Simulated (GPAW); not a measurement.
# AlN (P6_3mc) in GPAW: settings compared, part 2 of 2

GPAW 26.7.0. Earlier steps stand in the parts before.

## (4) Relaxation of cell and atoms, PW91

File run.py:

```python
from ase.filters import FrechetCellFilter
from ase.io import read, write
from ase.optimize import FIRE
from gpaw import GPAW, PW, setup_paths

setup_paths.insert(0, '.')

atoms = read('AlN.xyz')

calc = GPAW(mode=PW(800),
            xc='GGA_X_PW91+GGA_C_PW91',
            kpts={'size': (7, 7, 4), 'gamma': True},
            occupations={'name': 'fermi-dirac', 'width': 0.05},
            nbands=18,
            convergence={'density': 1e-06, 'energy': 1e-06, 'eigenstates': 1e-10},
            maxiter=150,
            txt='gpaw.txt')
atoms.calc = calc
opt = FIRE(FrechetCellFilter(atoms), trajectory='relax.traj', logfile='-')
done = opt.run(fmax=0.05, steps=40)
calc.write('gs.gpw')
write('result.traj', atoms)
print('Converged:', done)
print('Cell:', atoms.cell.cellpar().round(4))
print('Volume:', round(atoms.get_volume(), 4))
print(atoms.get_scaled_positions().round(5))
```

File AlN.xyz:

```xyz
4
Lattice="3.1130000000 0.0000000000 0.0000000000 -1.5565000000 2.6959370820 0.0000000000 0.0000000000 0.0000000000 4.9810000000" Properties=species:S:1:pos:R:3 pbc="T T T"
Al     1.5565000002      0.8986456939      2.4905000000
Al    -0.0000000002      1.7972913881      0.0000000000
N      1.5565000002      0.8986456939      4.3832800000
N     -0.0000000002      1.7972913881      1.8927800000
```

Potentials or basis: PAW data sets generated in the run's folder for this functional, pw.

Started as:

```console
$ gpaw-setup -f GGA_X_PW91+GGA_C_PW91 Al N
$ OMP_NUM_THREADS=1 python run.py
```

gpaw.txt:

```text
__  _  _
 | _ |_)|_||  |
 |__||  | ||/\| - 26.7.0

Input parameters:
  mode=PW(ecut=800.0),
  convergence={'density': 1e-06, 'energy': 1e-06, 'eigenstates': 1e-10},
  kpts=MonkhorstPack(size=(7, 7, 4), gamma=True),
  maxiter=150,
  nbands=18,
  occupations=Occupations(name='fermi-dirac', width=0.05),
  xc=XC(name='GGA_X_PW91+GGA_C_PW91')

Diagonalizing LCAO Hamiltonian
Converting LCAO to pw mode

           N

           Al
        N

        Al

Atoms  # Å, Bohr magnetons
|   | symbol |         x |        y |        z |    initial magnetic moments |
|---|--------|-----------|----------|----------|-----------------------------|
| 0 |     Al |  1.556500 | 0.898646 | 2.490500 | ( 0.0000,  0.0000,  0.0000) |
| 1 |     Al | -0.000000 | 1.797291 | 0.000000 | ( 0.0000,  0.0000,  0.0000) |
| 2 |      N |  1.556500 | 0.898646 | 4.383280 | ( 0.0000,  0.0000,  0.0000) |
| 3 |      N | -0.000000 | 1.797291 | 1.892780 | ( 0.0000,  0.0000,  0.0000) |

Unit cell  # Å
| periodic |         x |        y |        z |  lengths |     angles |
|----------|-----------|----------|----------|----------|------------|
|      yes |  3.113000 | 0.000000 | 0.000000 | 3.113000 |  90.000000 |
|      yes | -1.556500 | 2.695937 | 0.000000 | 3.113000 |  90.000000 |
|      yes |  0.000000 | 0.000000 | 4.981000 | 4.981000 | 120.000000 |

Number of symmetries: 6
Symmetry operations  # r_c * U_cc + t_c -> r_c
|   | kind |            matrix            |
|---|------|------------------------------|
| 0 |  σ   |  1, 1, 0,  0,-1, 0,  0, 0, 1 |
| 1 |  E   |  1, 0, 0,  0, 1, 0,  0, 0, 1 |
| 2 |  C3  |  0, 1, 0, -1,-1, 0,  0, 0, 1 |
| 3 |  σ   |  0,-1, 0, -1, 0, 0,  0, 0, 1 |
| 4 |  σ   | -1, 0, 0,  1, 1, 0,  0, 0, 1 |
| 5 |  C3  | -1,-1, 0,  1, 0, 0,  0, 0, 1 |
[... 430 lines left out ...]
Stress tensor  # eV/Ang^3
|         x |         y |         z |
|-----------|-----------|-----------|
| -0.019008 | -0.000000 |  0.000000 |
| -0.000000 | -0.019008 |  0.000000 |
|  0.000000 |  0.000000 | -0.026354 |

Forces  # eV/Ang
|       x |       y |        z |
|---------|---------|----------|
| 0.00000 | 0.00000 | -0.08862 |  # Al   0
| 0.00000 | 0.00000 | -0.08859 |  # Al   1
| 0.00000 | 0.00000 |  0.09085 |  # N    2
| 0.00000 | 0.00000 |  0.09054 |  # N    3

Interpolating wave functions to new cell

           N

           Al
        N
[... 217 lines left out ...]
Stress tensor  # eV/Ang^3
|         x |         y |         z |
|-----------|-----------|-----------|
| -0.015827 |  0.000000 | -0.000000 |
|  0.000000 | -0.015827 |  0.000000 |
| -0.000000 |  0.000000 | -0.018337 |

Forces  # eV/Ang
|       x |       y |        z |
|---------|---------|----------|
| 0.00000 | 0.00000 | -0.02379 |  # Al   0
| 0.00000 | 0.00000 | -0.02379 |  # Al   1
| 0.00000 | 0.00000 |  0.02662 |  # N    2
| 0.00000 | 0.00000 |  0.02652 |  # N    3

Interpolating wave functions to new cell

           N

           Al
        N
[... 452 lines left out ...]
Gap: 4.083 eV
Transition (v -> c):
  (s=0, k=0, n=7, [0.00, 0.00, 0.00]) -> (s=0, k=0, n=8, [0.00, 0.00, 0.00])
No difference between direct/indirect transitions

Stress tensor  # eV/Ang^3
|         x |         y |        z |
|-----------|-----------|----------|
| -0.004565 |  0.000000 | 0.000000 |
|  0.000000 | -0.004565 | 0.000000 |
| -0.000000 |  0.000000 | 0.000111 |

Forces  # eV/Ang
|        x |       y |        z |
|----------|---------|----------|
|  0.00000 | 0.00000 |  0.08144 |  # Al   0
| -0.00000 | 0.00000 |  0.08143 |  # Al   1
| -0.00000 | 0.00000 | -0.07838 |  # N    2
|  0.00000 | 0.00000 | -0.07808 |  # N    3
[... 218 lines left out ...]
Gap: 4.035 eV
Transition (v -> c):
  (s=0, k=0, n=7, [0.00, 0.00, 0.00]) -> (s=0, k=0, n=8, [0.00, 0.00, 0.00])
No difference between direct/indirect transitions

Stress tensor  # eV/Ang^3
|        x |         y |        z |
|----------|-----------|----------|
| 0.002534 |  0.000000 | 0.000000 |
| 0.000000 |  0.002534 | 0.000000 |
| 0.000000 | -0.000000 | 0.006609 |

Forces  # eV/Ang
|        x |       y |        z |
|----------|---------|----------|
|  0.00000 | 0.00000 |  0.07938 |  # Al   0
| -0.00000 | 0.00000 |  0.07937 |  # Al   1
|  0.00000 | 0.00000 | -0.07667 |  # N    2
|  0.00000 | 0.00000 | -0.07641 |  # N    3
[... 455 lines left out ...]
Gap: 4.040 eV
Transition (v -> c):
  (s=0, k=0, n=7, [0.00, 0.00, 0.00]) -> (s=0, k=0, n=8, [0.00, 0.00, 0.00])
No difference between direct/indirect transitions

Stress tensor  # eV/Ang^3
|         x |        y |        z |
|-----------|----------|----------|
|  0.002587 | 0.000000 | 0.000000 |
| -0.000000 | 0.002587 | 0.000000 |
|  0.000000 | 0.000000 | 0.005621 |

Forces  # eV/Ang
|        x |       y |        z |
|----------|---------|----------|
|  0.00000 | 0.00000 |  0.06476 |  # Al   0
| -0.00000 | 0.00000 |  0.06475 |  # Al   1
|  0.00000 | 0.00000 | -0.06212 |  # N    2
|  0.00000 | 0.00000 | -0.06192 |  # N    3
[... 455 lines left out ...]
Gap: 4.052 eV
Transition (v -> c):
  (s=0, k=0, n=7, [0.00, 0.00, 0.00]) -> (s=0, k=0, n=8, [0.00, 0.00, 0.00])
No difference between direct/indirect transitions

Stress tensor  # eV/Ang^3
|        x |        y |         z |
|----------|----------|-----------|
| 0.002654 | 0.000000 |  0.000000 |
| 0.000000 | 0.002654 | -0.000000 |
| 0.000000 | 0.000000 |  0.003502 |

Forces  # eV/Ang
|        x |       y |        z |
|----------|---------|----------|
|  0.00000 | 0.00000 |  0.03401 |  # Al   0
|  0.00000 | 0.00000 |  0.03400 |  # Al   1
|  0.00000 | 0.00000 | -0.03154 |  # N    2
| -0.00000 | 0.00000 | -0.03144 |  # N    3

# Writing to gs.gpw (mode='')
```

stdout:

```text
Step          Energy          fmax
FIRE:    0      -29.950246        0.323062
FIRE:    1      -29.953004        0.275936
FIRE:    2      -29.956988        0.192685
FIRE:    3      -29.960805        0.116103
FIRE:    4      -29.962978        0.081970
FIRE:    5      -29.963824        0.080051
FIRE:    6      -29.963883        0.075038
FIRE:    7      -29.964018        0.065298
FIRE:    8      -29.964101        0.051427
FIRE:    9      -29.964237        0.037380
Converged: True
Cell: [  3.1333   3.1333   5.0208  90.      90.     120.    ]
Volume: 42.6896
[[0.66667 0.33333 0.499  ]
 [0.33333 0.66667 0.999  ]
 [0.66667 0.33333 0.88109]
 [0.33333 0.66667 0.38109]]
```

Wall time 4.5 min (1 thread of Intel Xeon Platinum 8259CL at 2.50GHz (Skylake/Cascade Lake), shared host); peak memory 0.26 GiB.

Results:

```yaml
Free_energy: -29.9642 eV
Relaxed_volume: 10.67 Å³/atom
Relaxed_cell: a = 3.133 Å, b = 3.133 Å, c = 5.021 Å, α = 90.00°, β = 90.00°, γ = 120.00°
Space_group_after_relaxing_to_0.05_Å: P6_3mc (No. 186)
Energy_gained_by_relaxing: 3.5 meV/atom
Ionic_steps: 10
Pressure_after_relaxing: -0.5 GPa
Largest_force_after_relaxing: 0.034 eV/Å
Band_gap_on_the_k_mesh: 4.05 eV, direct
```

Forces in eV/Å, atoms in the order of the input:
```
Al   0.000  0.000  0.034
Al   0.000  0.000  0.034
N    0.000  0.000 -0.032
N    0.000  0.000 -0.031
```

Stress tensor (GPa, compression positive):
```
-0.43  0.00  0.00
 0.00 -0.43  0.00
 0.00  0.00 -0.56
```

Step by step:
| step | energy change (eV) | largest force (eV/Å) | pressure (GPa) | volume (Å³) |
| --- | --- | --- | --- | --- |
| 1 | 0.0000 | 0.1303 | 3.85 | 41.80 |
| 2 | -0.0028 | 0.0908 | 3.44 | 41.88 |
| 3 | -0.0067 | 0.0266 | 2.67 | 42.03 |
| 4 | -0.0106 | 0.0418 | 1.65 | 42.24 |
| 5 | -0.0127 | 0.0814 | 0.48 | 42.48 |
| 6 | -0.0136 | 0.0794 | -0.62 | 42.72 |
| 7 | -0.0136 | 0.0744 | -0.61 | 42.72 |
| 8 | -0.0138 | 0.0648 | -0.58 | 42.71 |
| 9 | -0.0139 | 0.0510 | -0.53 | 42.70 |
| 10 | -0.0140 | 0.0340 | -0.47 | 42.69 |

Final structure:
```
Al N
1.0
     3.13334    0.00000    0.00000
    -1.56667    2.71356    0.00000
     0.00000    0.00000    5.02083
Al N
2 2
Direct
  0.66667 0.33333 0.49900
  0.33333 0.66667 0.99900
  0.66667 0.33333 0.88109
  0.33333 0.66667 0.38109
```

Levels at points of the mesh, in eV from the valence-band top:
```
           k point  band 4  band 5  band 6  band 7  band 8  band 9  band 10  band 11  band 12  band 13
(0.00, 0.00, 0.00)   -0.86   -0.86   -0.22   -0.22    0.00    4.05     6.50    10.45    11.00    11.00
(0.00, 0.00, 0.50)   -3.29   -0.55   -0.55   -0.55   -0.55    6.31     6.31    10.16    10.16    11.32
```

Caveat: later steps reuse the first step's grids. Zero-point motion and thermal expansion aren't in these numbers.

## (5) Relaxation of cell and atoms, revPBE

File run.py:

```python
from ase import Atoms
from ase.filters import FrechetCellFilter
from ase.io import write
from ase.optimize import LBFGS
from gpaw import GPAW, PW

atoms = Atoms(['Al', 'Al', 'N', 'N'],
              cell=[[3.113, 0.0, 0.0],
                    [-1.5565, 2.695937082, 0.0],
                    [0.0, 0.0, 4.981]],
              scaled_positions=[[0.6666666667, 0.3333333333, 0.5],
                                [0.3333333333, 0.6666666667, 0.0],
                                [0.6666666667, 0.3333333333, 0.88],
                                [0.3333333333, 0.6666666667, 0.38]],
              pbc=True)

calc = GPAW(mode=PW(800),
            xc='revPBE',
            kpts={'size': (7, 7, 4), 'gamma': True},
            occupations={'name': 'fermi-dirac', 'width': 0.05},
            nbands=18,
            convergence={'density': 1e-06, 'energy': 1e-06, 'eigenstates': 1e-10},
            maxiter=150,
            txt='gpaw.txt')
atoms.calc = calc
opt = LBFGS(FrechetCellFilter(atoms), trajectory='relax.traj', logfile='-')
done = opt.run(fmax=0.02, steps=60)
calc.write('gs.gpw')
write('result.traj', atoms)
print('Converged:', done)
print('Cell:', atoms.cell.cellpar().round(4))
print('Volume:', round(atoms.get_volume(), 4))
print(atoms.get_scaled_positions().round(5))
```

Potentials or basis: the program's PAW data sets (release 1.2.1) made for this functional, pw.

Started as:

```console
$ OMP_NUM_THREADS=1 python run.py
```

It took 2.8 min on 1 thread of Intel Xeon Platinum 8259CL at 2.50GHz (Skylake/Cascade Lake), shared host; peak memory 0.23 GiB.

Results (log left out):

```
Free energy                            : -28.4313 eV
Relaxed volume                         : 10.84 Å³/atom
Relaxed cell                           : a = 3.150 Å, b = 3.150 Å, c = 5.045 Å, α = 90.00°, β = 90.00°, γ = 120.00°
Space group after relaxing (to 0.05 Å) : P6_3mc (No. 186)
Energy gained by relaxing              : 10.6 meV/atom
Ionic steps                            : 6
Pressure after relaxing                : -0.1 GPa
Largest force after relaxing           : 0.005 eV/Å
Band gap on the k mesh                 : 3.90 eV, direct
```

Forces on the atoms (eV/Å):
```
Al   0.000  0.000  0.005
Al   0.000  0.000  0.005
N    0.000  0.000 -0.005
N    0.000  0.000 -0.005
```

Stress tensor (GPa, compression positive):
```
-0.14  0.00  0.00
 0.00 -0.14  0.00
 0.00  0.00  0.11
```

Step by step:
```csv
step,energy change (eV),largest force (eV/Å),pressure (GPa),volume (Å³)
1,0.0000,0.1404,7.46,41.80
2,-0.0111,0.0777,6.31,42.02
3,-0.0397,0.1088,1.03,43.12
4,-0.0413,0.0860,0.36,43.27
5,-0.0423,0.0268,-0.10,43.38
6,-0.0424,0.0052,-0.05,43.37
```

Final structure:
```
Al N
1.0
     3.15044    0.00000    0.00000
    -1.57522    2.72836    0.00000
     0.00000    0.00000    5.04526
Al N
2 2
Direct
  0.66667 0.33333 0.49912
  0.33333 0.66667 0.99912
  0.66667 0.33333 0.88090
  0.33333 0.66667 0.38089
```

Levels at points of the mesh, in eV from the valence-band top:
| k point | band 6 | band 7 | band 8 | band 9 | band 10 | band 11 |
| --- | --- | --- | --- | --- | --- | --- |
| (0.00, 0.00, 0.00) | -0.21 | -0.21 | 0.00 | 3.90 | 6.40 | 10.36 |
| (0.00, 0.00, 0.50) | -0.54 | -0.54 | -0.54 | 6.18 | 6.18 | 10.09 |

Caveat: later steps reuse the first step's grids. Zero-point motion and thermal expansion aren't in these numbers.

## (6) The runs side by side

| task | level | potentials or basis | cell | k mesh | cutoff (eV) | maxiter | optimizer | fmax | max steps | other keys | gap on the mesh (eV) | pressure (GPa) | relaxed volume (Å³/atom) | largest force (eV/Å) |
| --- | --- | --- | --- | --- | --- | --- | --- | --- | --- | --- | --- | --- | --- | --- |
| single point | PBE | GPAW PAW data sets (gpaw-data 1.2.1), pw | as given | 8 × 8 × 5 | 600 | 120 | - | - | - | - | 4.20 | -1.6 | - | 0.13 |
| single point | PBE | GPAW PAW data sets (gpaw-data 1.2.1), pw | as given | 7 × 7 × 4 | 800 | 60 | - | - | - | several, not listed | 4.23 | 4.6 | - | 0.13 |
| relaxation of cell and atoms | PW91 | PAW data sets generated in the run's folder for this functional, pw | relaxed | 7 × 7 × 4 | 800 | 150 | FIRE | 0.05 eV/Å | 40 | - | 4.05 | -0.5 | 10.67 | 0.03 |
| relaxation of cell and atoms | revPBE | the program's PAW data sets (release 1.2.1) made for this functional, pw | relaxed | 7 × 7 × 4 | 800 | 150 | LBFGS | 0.02 eV/Å | 60 | - | 3.90 | -0.1 | 10.84 | 0.01 |

Alike in all rows: no spin polarisation; smearing fermi-dirac 0.05 eV.

Caveats: later steps reuse the first step's grids (some runs); the cutoff is short for stress and forces, so pressures can be off by a GPa or more (some runs).

Absolute energies hang on the potentials; compare differences alone.

## (7) Comparison with measurements

Step 2. Measured gap of AlN: 6.034 eV (an exciton energy, a little under the gap; 10 K; quoted in “Self-assembly of well-separated AlN nanowires directly on sputtered metallic TiN films”, 2019, arxiv:1910.07391). This calculation gives 4.20 eV (-1.84 eV). 2 values of this kind are on record (6.034 to 6.0343 eV); this one was drawn at random. The value is that of PBE, without temperature or zero-point motion. Semilocal functionals fall short of measured gaps as a rule.
